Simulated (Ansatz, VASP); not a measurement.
PbO2 in VASP and in Ansatz

```
Pb O
1.0
     1.73045    0.99907    4.16791
    -1.73045    0.99907    4.16791
     0.00000   -1.99815    4.16791
Pb O
1 2
Direct
  0.00000 0.00000 0.00000
  0.25205 0.25205 0.25205
  0.74795 0.74795 0.74795
```

Alike in both runs: functional PBE; k mesh 12 × 12 × 12; occupations gaussian, width 0.05 eV; no spin polarisation.

Ansatz relaxed the structure, and its values are those at the end. VASP's run is a single point on that final structure, the one shown.

```csv
,VASP,Ansatz
version,VASP 6.6.1,Ansatz 0.2.0
potentials or method,"VASP PAW PBE potentials, release 64 (Pb_d, O)","scalar-relativistic, plane waves, PAW"
plane-wave cutoff (eV),520,420
valence electrons in the cell,26,26
```

Ansatz gave:

* gap on the k mesh at the Fermi level (eV): none
* pressure (GPa): 1.2
* rms of the force components (eV/Å): 0.001

Problem. Which values does VASP return?

Solution. gap on the k mesh at the Fermi level (eV): none; pressure (GPa): 1.5; rms of the force components (eV/Å): 0.016.

A gap of «none» marks a metal or a gap that the smearing closes. The functional is the same, so the differences come from potentials, cutoffs and numerics.

The runs have no spin-orbit coupling, so splittings on Pb are missing.
